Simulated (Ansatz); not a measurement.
Si2W:

```
CELL_PARAMETERS angstrom
-1.60690 1.60690 3.91495
1.60690 -1.60690 3.91495
1.60690 1.60690 -3.91495
ATOMIC_POSITIONS crystal
W 0.00000 0.00000 0.00000
Si 0.66530 0.66530 0.00000
Si 0.33470 0.33470 0.00000
```

Base run:

```yaml
Program: Ansatz 0.2.0
Functional: LDA
Potentials_or_basis: Ansatz PAW
Cutoff: "420 eV (not typed: the program's choice for these potentials)"
k_mesh: 12 × 12 × 12
Occupations: fermi-dirac, width 0.05 eV
Spin: no spin polarisation
```

Its results: band gap on the k mesh none (metal or under the smearing width); pressure -5.8 GPa; largest force 0.051 eV/Å.

Task: The run is repeated on the same cell with these changes: functional from LDA to r2SCAN; cutoff from 420 eV (not typed: the program's choice for these potentials) to 500 eV (not typed: the program's choice for these potentials). What comes out?

Result: Band gap on the k mesh none (metal or under the smearing width); pressure -1.2 GPa; largest force 0.020 eV/Å.

Caveats: spin-orbit coupling is left out, which moves the levels of the heavy elements; the PAW data sets come from PBE, with cores solved anew for the run's functional, which leaves a small shift of forces and pressure.
